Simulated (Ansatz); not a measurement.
# RbBr: how the settings move a single-point run

How sensitive is a single-point run of RbBr to its settings? A reference run comes first, then one run with altered input.

Method: reference: DFT, PBE, all-electron LAPW, scalar-relativistic, in Ansatz 0.2.0.

1 further run of the same task is left out (it didn't finish).

## (1) The starting structure

Symmetry: I4/mmm, No. 139, tetragonal system. Conventional cell: a = 4.993 Å, b = 4.993 Å, c = 6.855 Å, α = 90.00°, β = 90.00°, γ = 90.00°. Rb (site symmetry 4/mmm) is surrounded by 6 Br at 3.43 to 3.53 Å. Around Br (site symmetry 4/mmm) lie 6 Rb at 3.43 to 3.53 Å.

Structure file:

```cif
data_structure
_symmetry_space_group_name_H-M 'P 1'
_symmetry_Int_Tables_number 1
_cell_length_a 4.9205
_cell_length_b 4.9205
_cell_length_c 4.9926
_cell_angle_alpha 59.514
_cell_angle_beta 59.514
_cell_angle_gamma 60.973
_cell_volume 85.44
loop_
_atom_site_label
_atom_site_type_symbol
_atom_site_fract_x
_atom_site_fract_y
_atom_site_fract_z
_atom_site_occupancy
Rb1 Rb 0.00000 0.00000 0.00000 1
Br1 Br 0.50000 0.50000 0.50000 1
```

## (2) Baseline

The input, input.yaml:

```yaml
crystal:
  lattice:
    - [0.0, 3.530325, 3.4275]
    - [3.530325, 0.0, 3.4275]
    - [3.530325, 3.530325, 0.0]
  atoms:
    - { symbol: Rb, position: [0.0, 0.0, 0.0] }
    - { symbol: Br, position: [0.5, 0.5, 0.5] }
kpoints:
  mp_grid: { grid: [7, 7, 7] }
scf:
  occupations: { method: fermi_dirac, width: 0.03 }
hamiltonian:
  xc: pbe
  pseudopotentials: { kind: all_electron, lapw: { basis_error: 0.001 } }
output:
  forces: true
  stress: true
  eigenvalues: true
```

Run with:

```
$ ansatz run input.yaml --threads 1 --pin off --max-ram 2048MiB --backend cpu --events-out ev --progress --plain --runs-dir out
```

## (3) Changing settings: mp_grid.shift [0.5, 0.5, 0.5], xc lda

input.yaml: that of step 2 with these lines changed.

```diff
@@ -9,3 +9,3 @@
 kpoints:
-  mp_grid: { grid: [7, 7, 7] }
+  mp_grid: { grid: [7, 7, 7], shift: [0.5, 0.5, 0.5] }
 scf:
@@ -13,3 +13,3 @@
 hamiltonian:
-  xc: pbe
+  xc: lda
   pseudopotentials: { kind: all_electron, lapw: { basis_error: 0.001 } }
```

What does the calculation give? Wanted: for each run, ending; energy change; pressure; gap; force.

The runs gave:

| run | ending | energy change | pressure (GPa) | gap (eV) | force (eV/Å) | cycles | time |
| --- | --- | --- | --- | --- | --- | --- | --- |
| reference | converged | - | 0.2 | 4.20 | 0.00 | 7 | 8.1 s |
| 1: mp_grid.shift [0.5, 0.5, 0.5], xc lda | converged | not comparable | -1.8 | 3.95 | 0.00 | 7 | 18 s |

Residual by cycle in the longest SCF loop of each run; runs are numbered as in the table. The quantity is the density residual dr2, in eV.

| cycle | reference | run 1 |
| --- | --- | --- |
| 1 | 0.467 | 0.428 |
| 2 | 0.0226 | 0.0155 |
| 3 | 0.00925 | 0.00829 |
| 4 | 1.8e-4 | 1.1e-4 |
| 5 | 4.2e-6 | 1.7e-6 |
| 6 | 1.2e-8 | 7.3e-9 |
| 7 | 2.1e-9 | 3.7e-10 |

Total energies don't compare across a change of functional; the pressure goes from 0.2 to -1.8 GPa and the gap on the mesh goes from 4.20 to 3.95 eV. The k-point mesh changed too. Cost: 18 s against 8.1 s.

These are semilocal Kohn-Sham gaps, which aren't the measured quantity. Such gaps usually fall short of the measured ones.
